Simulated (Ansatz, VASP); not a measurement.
# SiC in two plane-wave programs, part 2 of 2

Wanted: the spread between two codes on one cell, functional and k mesh. Of the first pair: The cell is taken from a series of runs on this material, whose earlier steps may have relaxed, scaled, displaced or heated it; both programs get it as it stands.

VASP 6.6.1 and Ansatz 0.2.0.

So far: The starting structure; Ansatz: relaxation of cell and atoms, PBEsol; VASP: relaxation of cell and atoms, PBEsol; Side by side; Ansatz: relaxation, PBEsol.

## Step 6: VASP: single point, PBEsol, pair 2

Level of this step: PBEsol; plane waves and PAW (Si, C) (VASP).

The same cell, functional, mesh and smearing now go to VASP, with its own data sets.

Input file INCAR:

```
SYSTEM = SiC
PREC = Accurate
ENCUT = 600
EDIFF = 1E-06
NELM = 120
ISMEAR = -1
SIGMA = 0.02
LREAL = .FALSE.
ALGO = Normal
GGA = PS
NBANDS = 10
LORBIT = 11
LWAVE = .FALSE.
LCHARG = .FALSE.
ISIF = 2
LASPH = .TRUE.
GGA_COMPAT = .FALSE.
EFERMI = MIDGAP
```

Input file POSCAR:

```
SiC
1.0
    0.0000000000      2.1627687759      2.1627687759
    2.1627687759      0.0000000000      2.1627687759
    2.1627687759      2.1627687759      0.0000000000
Si C
1 1
Direct
    0.0000000000      0.0000000000      0.0000000000
    0.7500000000      0.7500000000      0.7500000000
```

Input file KPOINTS:

```
Automatic mesh
0
Gamma
11 11 11
0 0 0
```

The projector-augmented-wave data sets are Si and C (PBE family, release 64).

On the command line:

```
$ mpirun -np 1 vasp_std
```

Numbers of over 12 decimals in the logs are rounded to 6 here.

The log of the run:

```text
[banner, memory and clock lines left out]
running    1 mpi-ranks, on    1 nodes
[...]
[... a notice as in an earlier step ...]

 LDA part: xc-table for (Slater+PW92), standard interpolation
 POSCAR, INCAR and KPOINTS ok, starting setup
[...]
entering main loop
       N       E                     dE             d eps       ncg     rms          rms(c)
DAV:   1     0.503263910750E+01    0.50326E+01   -0.43228E+03  1152   0.760E+02
DAV:   2    -0.170757765249E+02   -0.22108E+02   -0.21000E+02  1502   0.116E+02
DAV:   3    -0.177661116531E+02   -0.69034E+00   -0.68909E+00  1310   0.185E+01
DAV:   4    -0.177690087088E+02   -0.28971E-02   -0.28967E-02  1322   0.150E+00
[...]
DAV:   9    -0.159083128057E+02    0.16955E-03   -0.15264E-03  1384   0.223E-01    0.111E-01
DAV:  10    -0.159083540849E+02   -0.41279E-04   -0.10329E-04  1214   0.706E-02    0.233E-02
DAV:  11    -0.159083543464E+02   -0.26153E-06   -0.96548E-06  1276   0.191E-02
   1 F= -.15908354E+02 E0= -.15908354E+02  d E =-.522840E-16
```

Parts of OUTCAR (step 6):

```text
  Total        0.6626364      0.6626364      0.6626364      0.0000000      0.0000000      0.0000000
  in kB       52.4717538     52.4717538     52.4717538      0.0000000      0.0000000      0.0000000
  external PRESSURE =      52.4717538 kB  Pullay stress =       0.0000000 kB

 POSITION                                       TOTAL-FORCE (eV/Angst)
 -----------------------------------------------------------------------------------
      0.00000      0.00000      0.00000         0.000000      0.000000      0.000000
      3.24415      3.24415      3.24415        -0.000000     -0.000000     -0.000000
 -----------------------------------------------------------------------------------
    total drift:                               -0.000000     -0.000000     -0.000000

  FREE ENERGIE OF THE ION-ELECTRON SYSTEM (eV)
  ---------------------------------------------------
  free  energy   TOTEN  =       -15.9083543464 eV

  energy  without entropy=      -15.9083543464  energy(sigma->0) =      -15.90835435

[... 1 part as in an earlier step ...]

[... 2 further parts left out ...]
[key lines of the parts left out:]
E-fermi :   8.9664
```

The run ends at a pressure of 5.25 GPa.

## Step 7: Comparison

What differs besides the data sets and the points named for the pairs above, as far as they apply: Ansatz's pressure holds a Pulay correction, VASP's none. Total energies have different zeros and are not compared.

Compared:

| quantity | Ansatz | VASP | difference |
| --- | --- | --- | --- |
| pressure (GPa) | 5.00 | 5.25 | -0.25 |
| gap on the k mesh (eV) | 1.324 | 1.314 | +0.010 |

A gap on the mesh is an upper bound, since the band edges may lie between its points.

## Step 8: Ansatz: relaxation, PBEsol

This run makes the geometry at which the two programs are then compared. The cell compared in this pair holds 21.06 Å³, against 20.23 Å³ for the pair before.

The structure compared here is the end of the Ansatz relaxation.

Input file input.yaml:

```yaml
crystal:
  lattice:
    - [0.0, 2.1783826887, 2.1783826887]
    - [2.1783826887, 0.0, 2.1783826887]
    - [2.1783826887, 2.1783826887, 0.0]
  atoms:
    - { symbol: Si, position: [0.0, 0.0, 0.0] }
    - { symbol: C, position: [0.75, 0.75, 0.75] }
kpoints:
  mp_grid: { grid: [11, 11, 11] }
scf:
  occupations: { method: fermi_dirac, width: 0.02 }
hamiltonian:
  xc: pbesol
  pseudopotentials: { kind: paw, azcp: { folder: soft_1 }, xc_functional: pbe }
basis:
  ecutwfc: 600
output:
  forces: true
  stress: true
  write_density: true
  write_potential: true
  elf: true
  volumetric_format: npy
relax:
  f_tol: 0.005
  max_steps: 70
  cell: { stress_tol: 0.02, p_target: -4 }
```

On the command line:

```
$ ansatz run input.yaml --threads 4 --pin off --max-ram 10240MiB --backend cpu --events-out ev --progress --plain --runs-dir out
```

The log of the run:

```text
[...]
Crystal: 2 atoms, lattice volume = 20.674 Å³
Basis set: ecut = 600 eV, 701 PW (Γ), exchange–correlation on 50×50×50 points (8 copies of the dense FFT grid, shifted against one another)
Bands: 8, of which v1, the nominal top of the filled ones, is band 4 counted from 1 (3 counted from 0)
Symmetry: 24 space group operations
[...]
k-points: 56 of 1331 (time reversal used)
[...]
0.000000       0.000000      -3.999369
  P = ⅓ Tr σ = -3.9994 GPa (-39.994 kbar)
--- Band table (eV; the first three rows and the last of 56) ---
[...]
--- Relaxed structure (4 steps of the walk, 4 accepted, 1 SCFs on fresh bases) ---
[...]
cell:  # Å, volume = 21.0646 Å³
    - [0, 2.192001, 2.192001]
    - [2.192001, 0, 2.192001]
    - [2.192001, 2.192001, 0]
  atoms:
    - { symbol: Si, position: [0, 0, 0] }
    - { symbol: C, position: [0.75, 0.75, 0.75] }
[key lines of the parts left out:]
SCF converged after 4 iterations
Free energy (F): -868.706773 eV
Fermi energy:    9.868990 eV
```

## Step 9: VASP: single point, PBEsol, pair 3

The same cell, functional, mesh and smearing now go to VASP, with its own data sets.

INCAR is that of step 6.

Input file POSCAR:

```
SiC
1.0
    0.0000000000      2.1920012012      2.1920012012
    2.1920012012      0.0000000000      2.1920012012
    2.1920012012      2.1920012012      0.0000000000
Si C
1 1
Direct
    0.0000000000      0.0000000000      0.0000000000
    0.7500000000      0.7500000000      0.7500000000
```

KPOINTS is that of step 6.

On the command line:

```
$ mpirun -np 1 vasp_std
```

The log of the run:

```text
[... set-up lines as in an earlier step ...]
 entering main loop
       N       E                     dE             d eps       ncg     rms          rms(c)
DAV:   1     0.344352321285E+01    0.34435E+01   -0.42113E+03  1176   0.749E+02
DAV:   2    -0.170300649329E+02   -0.20474E+02   -0.19311E+02  1506   0.114E+02
DAV:   3    -0.176567553857E+02   -0.62669E+00   -0.62588E+00  1318   0.175E+01
DAV:   4    -0.176593594601E+02   -0.26041E-02   -0.26038E-02  1278   0.140E+00
[...]
DAV:  10    -0.159121460729E+02   -0.45513E-04   -0.11226E-04  1212   0.726E-02    0.233E-02
DAV:  11    -0.159121462997E+02   -0.22676E-06   -0.12330E-05  1282   0.206E-02    0.500E-03
DAV:  12    -0.159121465383E+02   -0.23864E-06   -0.54747E-07   594   0.511E-03
   1 F= -.15912147E+02 E0= -.15912147E+02  d E =-.228049E-16
```

From OUTCAR (step 9):

```text
  Total       -0.4964007     -0.4964007     -0.4964007      0.0000000      0.0000000     -0.0000000
  in kB      -37.7564054    -37.7564054    -37.7564054      0.0000000      0.0000000     -0.0000000
  external PRESSURE =     -37.7564054 kB  Pullay stress =       0.0000000 kB

 POSITION                                       TOTAL-FORCE (eV/Angst)
 -----------------------------------------------------------------------------------
      0.00000      0.00000      0.00000         0.000000      0.000000      0.000000
      3.28800      3.28800      3.28800        -0.000000     -0.000000      0.000000
 -----------------------------------------------------------------------------------
    total drift:                                0.000000      0.000000      0.000000

  FREE ENERGIE OF THE ION-ELECTRON SYSTEM (eV)
  ---------------------------------------------------
  free  energy   TOTEN  =       -15.9121465383 eV

  energy  without entropy=      -15.9121465383  energy(sigma->0) =      -15.91214654

[... 1 part as in an earlier step ...]

[... 2 further parts left out ...]
[key lines of the parts left out:]
E-fermi :   8.5296
```

The run ends at a pressure of -3.78 GPa.

## Step 10: Side by side

Both answers:

| quantity | Ansatz | VASP | difference |
| --- | --- | --- | --- |
| pressure (GPa) | -4.00 | -3.78 | -0.22 |
| gap on the k mesh (eV) | 1.355 | 1.346 | +0.009 |

A gap on the mesh is an upper bound, since the band edges may lie between its points.

## Step 11: Outcome

```json
{
  "difference in volume (relaxation of cell and atoms, PBEsol)": "-0.100 %",
  "difference in gap on the k mesh (single point, PBEsol, pair 2)": "0.0099 eV",
  "difference in gap on the k mesh (single point, PBEsol, pair 3)": "0.0095 eV"
}
```

The difference in gap on the k mesh is 0.0099 eV (single point, PBEsol, pair 2), within the 0.08 eV picked in this series as the mark of a large difference. 4 further runs of this series are not shown here. How closely two codes agree says nothing of how well the functional describes the real material.

[Lines on the potential files, build, host, timing and source positions are cut from VASP's logs without a mark.]

[Logs are printed without paths, hosts, clocks, repeated set-up lines and the standing remarks that a program may print on its own settings, such as how far it seeks lower states.]

[Hosts, paths, dates, database ids (printed as entryN), source tags and the programs' standing remarks are cut or masked in the printed files.]
